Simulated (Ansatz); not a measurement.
## Converging the field response of a AgCl (001) film

Which settings does the induced dipole of a AgCl (001) film need, and which can be cut?

Method: plane-wave DFT, PBE, Ansatz PAW, in the first sound run; inputs show where later runs differ, in Ansatz 0.2.0.

## (1) The starting structure

The cell holds 10 atoms: 5 Ag and 5 Cl. Cell: a = 3.924 Å, b = 3.924 Å, c = 29.100 Å, α = 90.0°, β = 90.0°, γ = 90.0°. It derives from AgCl (rocksalt AgCl). Vacuum lies along c.

## (2) Run, setting first choice

The first choice: the default cutoff of 420 eV, a 8×8×1 mesh, 18 Å of vacuum, 0.1 V/Å and a tight threshold. Each later run changes one input against this one; other functionals and files bring their own cutoffs.

input.yaml reads:

```yaml
crystal:
  lattice:
    - [3.92444264, 0.0, 0.0]
    - [0.0, 3.92444264, 0.0]
    - [0.0, 0.0, 29.1]
  atoms:
    - { symbol: Ag, position: [0.5, 0.5, 0.3092783505] }
    - { symbol: Cl, position: [0.0, 0.0, 0.3092783505] }
    - { symbol: Ag, position: [0.0, 0.0, 0.4046391753] }
    - { symbol: Cl, position: [0.5, 0.5, 0.4046391753] }
    - { symbol: Ag, position: [0.5, 0.5, 0.5] }
    - { symbol: Cl, position: [0.0, 0.0, 0.5] }
    - { symbol: Ag, position: [0.0, 0.0, 0.5953608247] }
    - { symbol: Cl, position: [0.5, 0.5, 0.5953608247] }
    - { symbol: Ag, position: [0.5, 0.5, 0.6907216495] }
    - { symbol: Cl, position: [0.0, 0.0, 0.6907216495] }
kpoints:
  mp_grid: { grid: [8, 8, 1] }
hamiltonian:
  xc: pbe
scf:
  occupations: { method: fixed }
  convergence: { dr2_threshold: 1.0e-10 }
efield:
  axis: 3
  dipole_correction: true
  ramp_position: 0.97
  ramp_width: 0.06
  amplitude: 0.1
output:
  write_potential: true
  write_density: true
  volumetric_format: npy
```

Run with:

```bash
ansatz run input.yaml --threads 4 --pin off --max-ram 6144MiB --backend cpu --events-out ev --progress --plain --runs-dir out
```

Numbers of over 12 decimals in the logs are rounded to 6 here.

Log:

```text
Engine: ansatz 0.2.0, x86_64-unknown-linux-gnu
Pseudopotentials: kind: paw
Pseudopotential: Ag, paw, valence charge 19, recommended cutoff 420 eV (normal), Ag.paw.azcp
Pseudopotential: Cl, paw, valence charge 7, recommended cutoff 420 eV (normal), Cl.paw.azcp
Functional definition: PBE
  parameter kappa = 0.804
  parameter beta = 0.066725
  exchange = pbe_x(kappa = kappa, mu = beta*pi^2/3)
  correlation = pbe_c(beta = beta)
Crystal: 10 atoms, lattice volume = 448.176 Å³
Basis set: ecut = 420 eV, 8825 PW (Γ)
Bands: 78, of which v1, the nominal top of the filled ones, is band 65 counted from 1 (64 counted from 0)
Symmetry: 8 space group operations
k-points: 15 of 64
Non-local potential: Ag, projectors of the file, l = 0: 3, l = 1: 2, l = 2: 2, l = 3: 1
Non-local potential: Cl, projectors of the file, l = 0: 2, l = 1: 2, l = 2: 2
PAW form: soft (Blöchl's): semilocal exchange-correlation on the pseudo side does not see the compensation charge
PAW one-centre angular grid: Ag, 590 points (default); XC on 64 Gauss nodes
PAW one-centre angular grid: Cl, 110 points (default); XC on 64 Gauss nodes
Initial density: superposition of atomic densities (neutral atoms: chi_scale 0, normalization atom, screened)
Initial wavefunctions: pseudopotential atomic-orbital guess
Functional: x = pbe(κ = 0.804, μ = 0.219515), c = pbe(β = 0.066725)
iter 1 solved again at ethr=2.56e-3 eV; its pass at ethr=3.10e-3 eV (dr2=3.32e0 eV) is discarded
SCF iter   1: F=—  HF=-43355.315549 eV  |F-HF|=—  |Δ(HF+E_count)|=         —  Δρ=1.82e-2  dr2=3.31e0  ethr=2.56e-3  p=0.115 e·Å  D=4.64e-2 V/Å  ΔV_dip=-1.35 eV  dr2_dipole=1.74e-3  V_vac-E_F(+/−)=6.63/5.30 eV  ⟨swp⟩=1.0  Hψ=5121  notcnv=0  defer=118
efield: sawtooth ramp at fractional position 0.9700 (set: `efield.ramp_position`, or a place that a band, a saddle search or an elastic batch's reference lends), width 0.0600; the density the first Hamiltonian is built on has a dipole p = 0.115 e·Å; the dipole correction subtracts the counter field D = 4.64e-2 V/Å, which shifts the + side's vacuum level by -1.35 eV against the − side's; the planar-averaged density in the ramp window peaks in size at 5.9e-7 e/Å³
preconditioner: auto → Resta (q_TF=auto, 2.220 Å⁻¹)  ε∞=4.1  [insulator: Δε(μ)=0.983 eV  Ē_g=9.393 eV  n_scr=80 (ndim 8)  ℏωp=16.6 eV  f_vac=0.503  ε∞_Penn≈4.1  vacuum switching on, ρ_ref=6.4e-3 e/Å³]
SCF iter   2: F=—  HF=-43354.338875 eV  |F-HF|=—  |Δ(HF+E_count)|=   9.77e-1  Δρ=8.16e-3  dr2=4.11e-1  ethr=2.55e-3  p=0.103 e·Å  D=4.17e-2 V/Å  ΔV_dip=-1.21 eV  dr2_dipole=2.44e-4  V_vac-E_F(+/−)=6.44/4.98 eV  ⟨swp⟩=2.9  Hψ=1725  notcnv=0  defer=158  κ⁻¹=1.0e0(r=1)
SCF iter   3: F=—  HF=-43354.239749 eV  |F-HF|=—  |Δ(HF+E_count)|=   9.91e-2  Δρ=3.86e-3  dr2=6.41e-2  ethr=3.16e-4  p=0.097 e·Å  D=3.93e-2 V/Å  ΔV_dip=-1.14 eV  dr2_dipole=6.81e-6  V_vac-E_F(+/−)=6.15/4.62 eV  ⟨swp⟩=2.9  Hψ=2000  notcnv=0  defer=165  κ⁻¹=4.7e-2(r=2)
SCF iter   4: F=—  HF=-43354.237441 eV  |F-HF|=—  |Δ(HF+E_count)|=   2.31e-3  Δρ=1.52e-3  dr2=8.30e-3  ethr=4.93e-5  p=0.096 e·Å  D=3.87e-2 V/Å  ΔV_dip=-1.13 eV  dr2_dipole=1.95e-8  V_vac-E_F(+/−)=6.02/4.47 eV  ⟨swp⟩=3.4  Hψ=1598  notcnv=0  defer=165  κ⁻¹=6.0e-3(r=3)
SCF iter   5: F=—  HF=-43354.239968 eV  |F-HF|=—  |Δ(HF+E_count)|=   2.53e-3  Δρ=3.15e-4  dr2=4.60e-4  ethr=6.39e-6  p=0.095 e·Å  D=3.85e-2 V/Å  ΔV_dip=-1.12 eV  dr2_dipole=9.78e-10  V_vac-E_F(+/−)=5.95/4.39 eV  ⟨swp⟩=2.0  Hψ=1748  notcnv=0  defer=165  κ⁻¹=5.5e-5(r=4)
SCF iter   6: F=—  HF=-43354.240270 eV  |F-HF|=—  |Δ(HF+E_count)|=   3.02e-4  Δρ=7.32e-5  dr2=2.81e-5  ethr=3.54e-7  p=0.095 e·Å  D=3.85e-2 V/Å  ΔV_dip=-1.12 eV  dr2_dipole=1.21e-8  V_vac-E_F(+/−)=5.91/4.36 eV  ⟨swp⟩=2.0  Hψ=1756  notcnv=0  defer=158  κ⁻¹=5.1e-6(r=5)
SCF iter   7: F=—  HF=-43354.240271 eV  |F-HF|=—  |Δ(HF+E_count)|=   1.61e-6  Δρ=3.27e-5  dr2=3.53e-6  ethr=2.16e-8  p=0.096 e·Å  D=3.86e-2 V/Å  ΔV_dip=-1.12 eV  dr2_dipole=1.16e-9  V_vac-E_F(+/−)=5.91/4.35 eV  ⟨swp⟩=2.0  Hψ=1646  notcnv=0  defer=120  κ⁻¹=5.6e-7(r=6)
SCF iter   8: F=—  HF=-43354.240359 eV  |F-HF|=—  |Δ(HF+E_count)|=   8.80e-5  Δρ=1.15e-5  dr2=4.33e-7  ethr=2.72e-9  p=0.096 e·Å  D=3.86e-2 V/Å  ΔV_dip=-1.12 eV  dr2_dipole=4.42e-10  V_vac-E_F(+/−)=5.90/4.35 eV  ⟨swp⟩=2.0  Hψ=1734  notcnv=0  defer=117  κ⁻¹=2.4e-7(r=7)
SCF iter   9: F=—  HF=-43354.240360 eV  |F-HF|=—  |Δ(HF+E_count)|=   3.28e-7  Δρ=2.95e-6  dr2=2.51e-8  ethr=3.33e-10  p=0.096 e·Å  D=3.86e-2 V/Å  ΔV_dip=-1.12 eV  dr2_dipole=1.12e-11  V_vac-E_F(+/−)=5.90/4.35 eV  ⟨swp⟩=2.0  Hψ=1729  notcnv=0  defer=117  κ⁻¹=6.5e-9(r=8)
SCF iter  10: F=—  HF=-43354.240360 eV  |F-HF|=—  |Δ(HF+E_count)|=   3.31e-8  Δρ=1.15e-6  dr2=4.37e-9  ethr=1.93e-11  p=0.096 e·Å  D=3.86e-2 V/Å  ΔV_dip=-1.12 eV  dr2_dipole=1.06e-13  V_vac-E_F(+/−)=5.90/4.35 eV  ⟨swp⟩=2.0  Hψ=2022  notcnv=0  defer=117  κ⁻¹=1.8e-8(r=8)
SCF iter  11: F=—  HF=-43354.240360 eV  |F-HF|=—  |Δ(HF+E_count)|=   3.20e-9  Δρ=3.31e-7  dr2=3.91e-10  ethr=3.36e-12  p=0.096 e·Å  D=3.86e-2 V/Å  ΔV_dip=-1.12 eV  dr2_dipole=1.00e-17  V_vac-E_F(+/−)=5.90/4.35 eV  ⟨swp⟩=2.0  Hψ=1677  notcnv=0  defer=117  κ⁻¹=1.2e-8(r=8)
SCF iter  12: F=-43354.240360 eV  HF=-43354.240360 eV  |F-HF|=7.28e-12  |Δ(HF+E_count)|=  3.42e-10  Δρ=1.26e-7  dr2=5.28e-11  ethr=1.00e-12  p=0.096 e·Å  D=3.86e-2 V/Å  ΔV_dip=-1.12 eV  dr2_dipole=9.57e-14  V_vac-E_F(+/−)=5.90/4.35 eV  ⟨swp⟩=16.6  Hψ=5303  notcnv=0
SCF 1 converged in 12 iterations: F = -43354.240360 eV  dr2 = 5.28e-11
  greatest PAW one-centre occupation: 1.000 electrons in one spin orbital (limit 2), on the Ag atom at site 0 (counted from 0), in its partial waves of l = 0
WARN: The output density's exchange-correlation potential varies sharply where the density is thin. Do not read a vacuum level from v_tot or v_xc, or from such a field of the output density. On a cell that repeats whose density bears no net charge and no dipole along the vacuum's axis use v_es (v_loc + v_h of the components); under efield.dipole_correction with no amplitude use v_es + v_field, which holds any externa [...]
SCF converged after 12 iterations
Stability not checked: this state was not tested for a lower state beside it, because the mixer in use, unlike msr1, does not test its closes by its own steps (another_mixer; see scf.mixing.algorithm and scf.lower_state_search)
Free energy (F): -43354.240360 eV
Harris-Foulkes:  -43354.240360 eV  (|F-HF|=7.28e-12)
Internal energy: -43354.240360 eV  (E = F + TS)
E sigma→0 (E₀):  -43354.240360 eV
Fermi energy:    1.193527 eV
Dipole field:    D = 0.038562 V/Å  (p = 0.095510 e·Å, saw-weighted, corrected)
Work function:   not extracted (applied field tilts the vacuum); planar V_es + V_field profile in the machine report
Levels:          The Fermi level and band energies are counted from a zero that moves with the ramp; work functions are not
--- Per-component energies (eV) ---
  E_band       = -2701.005777
  E_kinetic    = 3444.622316
  E_local      = -151792.050391  (includes V_loc(G=0)·N_el)
  E_nonlocal   = 563.107922
  E_hartree    = 74460.942887
  E_xc         = -1448.929369
  E_vxc        = -1769.406569  (∫ρ·V_xc dr)
  E_paw        = -22824.306937  (= ΣΔE_a)
  E_vpaw       = -2069.162003  (= ΣTr[D̂ρ^β])
  E_aug_tail   = 0.002042  (compensation charges beyond the density's cutoff)
  E_efield     = -0.007709  (sawtooth field / dipole correction)
  E_vefield    = -0.005868  (∫n·V_field dr)
  E_ewald      = 54242.378880
  E_smearing   = -0.000000  (= −TS)
  E_closure    = 0.000000  (closes the sum)
  Σ components = -43354.240360   (vs F -43354.240360, Δ=0.00e0)
--- Band table (eV; the first three rows and the last of 15) ---
  k-point 0: bands = [... 61 lower, -0.6244, -0.4815, -0.2967, -0.2027, 2.1035, 2.5782, 3.4512, 3.9387, ... 9 higher]
  k-point 1: bands = [... 61 lower, -0.3217, -0.2789, 0.0617, 0.1306, 2.5706, 2.9448, 3.7143, 4.2292, ... 9 higher]
  k-point 2: bands = [... 61 lower, 0.3210, 0.3898, 0.4756, 0.5593, 3.5909, 3.8354, 4.3328, 4.9828, ... 9 higher]
  k-point 14: bands = [... 61 lower, -0.6626, -0.4188, -0.1999, -0.0697, 3.3232, 3.6354, 3.9331, 4.6103, ... 9 higher]
```

Elapsed: 9.3 s, on 4 threads of Intel Xeon 6975P-C (Granite Rapids), shared host; peak memory 1.3 GiB.

This step gave:

```yaml
gap_on_the_k_mesh: 0.9100 eV
dipole_along_the_normal: 0.09551 e·Å
equivalent_conductor_thickness_p_eps_0ae: 11.22 Å
```

Running mean over 2.775 Å of the planar mean, with the applied field; the ramp of the sawtooth is left out. Table of electron's electrostatic potential energy less the highest filled level by z:

z (Å), electron's electrostatic potential energy less the highest filled level (eV) and a bar from the least value:
```
      3.5       4.61 ##########################
      4.0       4.66 ##########################
      4.5       4.71 ##########################
      5.0       4.76 ###########################
      5.5       4.80 ###########################
      6.0       4.82 ###########################
      6.5       4.71 ##########################
      7.0       4.00 ########################
      7.5       1.87 ################
      8.0      -0.69 ######
      8.5      -2.01 #
      9.0      -2.28 
      9.5      -2.30 
     10.0      -2.27 
     10.5      -2.23 
     11.0      -2.19 
     11.5      -2.16 #
     12.0      -2.15 #
     12.5      -2.14 #
     13.0      -2.13 #
     13.5      -2.12 #
     14.0      -2.12 #
     14.5      -2.11 #
     15.0      -2.10 #
     15.5      -2.09 #
     16.0      -2.07 #
     16.5      -2.06 #
     17.0      -2.05 #
     17.5      -2.04 #
     18.0      -2.04 #
     18.5      -2.06 #
     19.0      -2.08 #
     19.5      -2.10 #
     20.0      -2.07 #
     20.5      -1.87 ##
     21.0      -0.79 ######
     21.5       1.67 ###############
     22.0       4.08 ########################
     22.5       5.13 ############################
     23.0       5.39 #############################
     23.5       5.48 #############################
     24.0       5.54 #############################
     24.5       5.59 ##############################
     25.0       5.64 ##############################
     25.5       5.69 ##############################
```

The dipole corresponds to a conductor 11.222 Å thick.

## (3) Single point, box 29.1 Å

Changes to input.yaml since step 2:

```diff
@@ -29,2 +29,4 @@
   amplitude: 0.1
+basis:
+  ecutwfc: "250 eV"
 output:
```

Log:

```text
Warning: basis.ecutwfc = 250 eV is below the records' recommended 420 eV, and the density's cutoff is lower with it unless basis.ecutrho_ratio is high enough to keep the records' density cutoff: compare with a run at a higher cutoff
[...]
Crystal: 10 atoms, lattice volume = 448.176 Å³
Basis set: ecut = 250 eV, 3963 PW (Γ)
[...]
k-point 0: bands = [... 61 lower, -0.7205, -0.5787, -0.3667, -0.2797, 2.1142, 2.5892, 3.4626, 3.9527, ... 9 higher]
  k-point 1: bands = [... 61 lower, -0.3837, -0.3567, -0.0057, 0.0594, 2.5815, 2.9566, 3.7263, 4.2447, ... 9 higher]
  k-point 2: bands = [... 61 lower, 0.2555, 0.3247, 0.4071, 0.4865, 3.5989, 3.8463, 4.3434, 5.0023, ... 9 higher]
  k-point 14: bands = [... 61 lower, -0.7588, -0.5057, -0.3006, -0.1683, 3.3405, 3.6551, 3.9526, 4.6266, ... 9 higher]
[key lines of the parts left out:]
SCF converged after 12 iterations
Free energy (F): -43347.655657 eV
Fermi energy:    1.110386 eV
Dipole field:    D = 0.038398 V/Å  (p = 0.095103 e·Å, saw-weighted, corrected)
```

Run time: 4.3 s. Hardware: 4 threads; peak memory 0.75 GiB; 16 s of CPU time.

The dipole corresponds to a conductor 11.174 Å thick, -0.43 % from the first choice, at 0.45 times its CPU time.

## (4) Run, box 29.1 Å

Changes to input.yaml since step 3:

```diff
@@ -30,3 +30,3 @@
 basis:
-  ecutwfc: "250 eV"
+  ecutwfc: "330 eV"
 output:
```

Log:

```text
[...]
Crystal: 10 atoms, lattice volume = 448.176 Å³
Basis set: ecut = 330 eV, 6027 PW (Γ)
Bands: 78, of which v1, the nominal top of the filled ones, is band 65 counted from 1 (64 counted from 0)
Symmetry: 8 space group operations
k-points: 15 of 64
[...]
k-point 0: bands = [... 61 lower, -0.6267, -0.4841, -0.2987, -0.2050, 2.1049, 2.5796, 3.4526, 3.9406, ... 9 higher]
  k-point 1: bands = [... 61 lower, -0.3230, -0.2813, 0.0599, 0.1285, 2.5720, 2.9461, 3.7157, 4.2311, ... 9 higher]
  k-point 2: bands = [... 61 lower, 0.3196, 0.3884, 0.4738, 0.5573, 3.5920, 3.8367, 4.3342, 4.9848, ... 9 higher]
  k-point 14: bands = [... 61 lower, -0.6658, -0.4211, -0.2022, -0.0720, 3.3248, 3.6371, 3.9349, 4.6120, ... 9 higher]
[key lines of the parts left out:]
SCF converged after 12 iterations
Free energy (F): -43354.148340 eV
Fermi energy:    1.191351 eV
Dipole field:    D = 0.038553 V/Å  (p = 0.095488 e·Å, saw-weighted, corrected)
```

It took 6.3 s on 4 threads; peak memory 0.95 GiB.

The dipole corresponds to a conductor 11.219 Å thick, -0.02 % from the first choice, at 0.67 times its CPU time.

## (5) Single point, box 29.1 Å (run 2)

Changes to input.yaml since step 4:

```diff
@@ -30,3 +30,3 @@
 basis:
-  ecutwfc: "330 eV"
+  ecutwfc: "600 eV"
 output:
```

Log:

```text
[...]
Crystal: 10 atoms, lattice volume = 448.176 Å³
Basis set: ecut = 600 eV, 14933 PW (Γ)
Bands: 78, of which v1, the nominal top of the filled ones, is band 65 counted from 1 (64 counted from 0)
Symmetry: 8 space group operations
k-points: 15 of 64
[...]
k-point 0: bands = [... 61 lower, -0.6249, -0.4821, -0.2972, -0.2033, 2.1039, 2.5787, 3.4515, 3.9390, ... 9 higher]
  k-point 1: bands = [... 61 lower, -0.3221, -0.2795, 0.0612, 0.1301, 2.5710, 2.9452, 3.7147, 4.2295, ... 9 higher]
  k-point 2: bands = [... 61 lower, 0.3205, 0.3893, 0.4751, 0.5587, 3.5912, 3.8358, 4.3331, 4.9831, ... 9 higher]
  k-point 14: bands = [... 61 lower, -0.6632, -0.4193, -0.2005, -0.0702, 3.3237, 3.6360, 3.9334, 4.6107, ... 9 higher]
[key lines of the parts left out:]
SCF converged after 12 iterations
Free energy (F): -43354.253715 eV
Fermi energy:    1.192919 eV
Dipole field:    D = 0.038561 V/Å  (p = 0.095508 e·Å, saw-weighted, corrected)
```

Wall time 15 s (4 threads); peak memory 1.9 GiB; 57 s of CPU time.

The dipole corresponds to a conductor 11.221 Å thick, -0.00 % from the first choice, at 1.6 times its CPU time.

## (6) Run, box 29.1 Å (run 2)

Changes to input.yaml since step 5:

```diff
@@ -17,3 +17,3 @@
 kpoints:
-  mp_grid: { grid: [8, 8, 1] }
+  mp_grid: { grid: [1, 1, 1] }
 hamiltonian:
@@ -29,4 +29,2 @@
   amplitude: 0.1
-basis:
-  ecutwfc: "600 eV"
 output:
```

Log:

```text
[...]
Crystal: 10 atoms, lattice volume = 448.176 Å³
Basis set: ecut = 420 eV, 8825 PW (Γ)
Bands: 78, of which v1, the nominal top of the filled ones, is band 65 counted from 1 (64 counted from 0)
Symmetry: 8 space group operations
k-points: 1
[...]
Internal energy: -43352.792767 eV  (E = F + TS)
E sigma→0 (E₀):  -43352.792767 eV
Fermi energy:    -0.357127 eV
Dipole field:    D = 0.041516 V/Å  (p = 0.102826 e·Å, saw-weighted, corrected)
Work function:   not extracted (applied field tilts the vacuum); planar V_es + V_field profile in the machine report
[...]
--- Band table (eV) ---
  k-point 0: bands = [... 61 lower, -0.4441, -0.4441, -0.4160, -0.3571, 2.2155, 2.6321, 3.5611, 4.0166, ... 9 higher]
[key lines of the parts left out:]
SCF converged after 13 iterations
Free energy (F): -43352.792767 eV
```

It took 0.88 s on 4 threads; peak memory 0.47 GiB.

The dipole corresponds to a conductor 12.081 Å thick, +7.66 % from the first choice, at 0.071 times its CPU time.

## (7) Single point, box 29.1 Å (run 3)

Changes to input.yaml since step 6:

```diff
@@ -17,3 +17,3 @@
 kpoints:
-  mp_grid: { grid: [1, 1, 1] }
+  mp_grid: { grid: [2, 2, 1] }
 hamiltonian:
```

Log:

```text
[...]
Crystal: 10 atoms, lattice volume = 448.176 Å³
Basis set: ecut = 420 eV, 8825 PW (Γ)
Bands: 78, of which v1, the nominal top of the filled ones, is band 65 counted from 1 (64 counted from 0)
Symmetry: 8 space group operations
k-points: 3 of 4
[...]
--- Band table (eV) ---
  k-point 0: bands = [... 61 lower, -0.5260, -0.3984, -0.2280, -0.1171, 2.1792, 2.6407, 3.5329, 4.0094, ... 9 higher]
  k-point 1: bands = [... 61 lower, 1.2167, 1.2192, 1.2596, 1.3243, 5.4725, 5.6440, 5.7029, 5.9127, ... 9 higher]
  k-point 2: bands = [... 61 lower, -0.5743, -0.3211, -0.1374, 0.0207, 3.3762, 3.6774, 4.0173, 4.6696, ... 9 higher]
[key lines of the parts left out:]
SCF converged after 12 iterations
Free energy (F): -43353.018412 eV
Fermi energy:    1.324272 eV
Dipole field:    D = 0.039117 V/Å  (p = 0.096885 e·Å, saw-weighted, corrected)
```

Run time: 1.4 s. Hardware: 4 threads; peak memory 0.75 GiB.

The dipole corresponds to a conductor 11.383 Å thick, +1.44 % from the first choice, at 0.13 times its CPU time.

## (8) Single point, box 29.1 Å (run 4)

Changes to input.yaml since step 7:

```diff
@@ -17,3 +17,3 @@
 kpoints:
-  mp_grid: { grid: [2, 2, 1] }
+  mp_grid: { grid: [4, 4, 1] }
 hamiltonian:
```

Log:

```text
[...]
Crystal: 10 atoms, lattice volume = 448.176 Å³
Basis set: ecut = 420 eV, 8825 PW (Γ)
Bands: 78, of which v1, the nominal top of the filled ones, is band 65 counted from 1 (64 counted from 0)
Symmetry: 8 space group operations
k-points: 6 of 16
[...]
k-point 0: bands = [... 61 lower, -0.6192, -0.4770, -0.2927, -0.1981, 2.1073, 2.5816, 3.4554, 3.9425, ... 9 higher]
  k-point 1: bands = [... 61 lower, 0.3273, 0.3962, 0.4804, 0.5646, 3.5952, 3.8398, 4.3369, 4.9872, ... 9 higher]
  k-point 2: bands = [... 61 lower, 1.0856, 1.0908, 1.1376, 1.2000, 5.4201, 5.5623, 5.6386, 5.8453, ... 9 higher]
  k-point 5: bands = [... 61 lower, -0.6579, -0.4138, -0.1961, -0.0649, 3.3259, 3.6380, 3.9374, 4.6137, ... 9 higher]
[key lines of the parts left out:]
SCF converged after 12 iterations
Free energy (F): -43354.215810 eV
Fermi energy:    1.200029 eV
Dipole field:    D = 0.038550 V/Å  (p = 0.095479 e·Å, saw-weighted, corrected)
```

Wall time 3.5 s (4 threads); peak memory 0.96 GiB; 13 s of CPU time.

The dipole corresponds to a conductor 11.218 Å thick, -0.03 % from the first choice, at 0.36 times its CPU time.

## (9) Run, box 29.1 Å (run 3)

Changes to input.yaml since step 8:

```diff
@@ -17,3 +17,3 @@
 kpoints:
-  mp_grid: { grid: [4, 4, 1] }
+  mp_grid: { grid: [16, 16, 1] }
 hamiltonian:
```

Log:

```text
[...]
Crystal: 10 atoms, lattice volume = 448.176 Å³
Basis set: ecut = 420 eV, 8825 PW (Γ)
Bands: 78, of which v1, the nominal top of the filled ones, is band 65 counted from 1 (64 counted from 0)
Symmetry: 8 space group operations
k-points: 45 of 256
[...]
k-point 0: bands = [... 61 lower, -0.6244, -0.4815, -0.2967, -0.2028, 2.1035, 2.5782, 3.4512, 3.9387, ... 9 higher]
  k-point 1: bands = [... 61 lower, -0.5664, -0.4151, -0.1729, -0.0937, 2.2297, 2.6741, 3.5203, 4.0129, ... 9 higher]
  k-point 2: bands = [... 61 lower, -0.3217, -0.2789, 0.0617, 0.1305, 2.5706, 2.9447, 3.7143, 4.2291, ... 9 higher]
  k-point 44: bands = [... 61 lower, -0.6626, -0.4188, -0.1999, -0.0697, 3.3232, 3.6354, 3.9330, 4.6103, ... 9 higher]
[key lines of the parts left out:]
SCF converged after 12 iterations
Free energy (F): -43354.240417 eV
Fermi energy:    1.193480 eV
Dipole field:    D = 0.038563 V/Å  (p = 0.095512 e·Å, saw-weighted, corrected)
```

The job ended after 27 s (4 threads; peak memory 2 GiB; 1.8 min of CPU time).

The dipole corresponds to a conductor 11.222 Å thick, +0.00 % from the first choice, at 3.0 times its CPU time.

(Continued in part 2 of 3.)

[Logs are printed without paths, hosts, clocks, repeated set-up lines and the standing remarks that a program may print on its own settings, such as how far it seeks lower states.]

[Hosts, paths, dates, database ids (printed as entryN), source tags and the programs' standing remarks are cut or masked in the printed files.]

[Maps of the electrostatic potential energy from Ansatz leave out the sawtooth potential of an applied field or a dipole correction, so their vacuum need not be flat; planar profiles and work functions include it.]
